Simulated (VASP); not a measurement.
BAs:

```
As B
1.0
     0.00000    2.38850    2.38850
     2.38850    0.00000    2.38850
     2.38850    2.38850    0.00000
As B
1 1
Cartesian
  3.5827 3.5827 3.5827
  0.0000 0.0000 0.0000
```

Base run:

| Property | Result |
| --- | --- |
| Program | VASP 6.6.1 |
| Functional | PBE |
| Potentials or basis | VASP PAW PBE potentials, release 64 (As, B) |
| Cutoff | 520 eV |
| k mesh | 10 × 10 × 10 |
| Occupations | fermi-dirac, width 0.05 eV |
| Spin | no spin polarisation |

Its results: band gap on the k mesh 1.18 eV, indirect (least direct gap 3.28 eV).

The run is repeated on the same cell with these changes: functional from PBE to AM05; further incar settings from ALGO = Fast; EDIFF = 1e-07 to ALGO = Normal; EDIFF = 1e-06. What comes out?

Band gap on the k mesh 1.11 eV, indirect (least direct gap 3.23 eV).
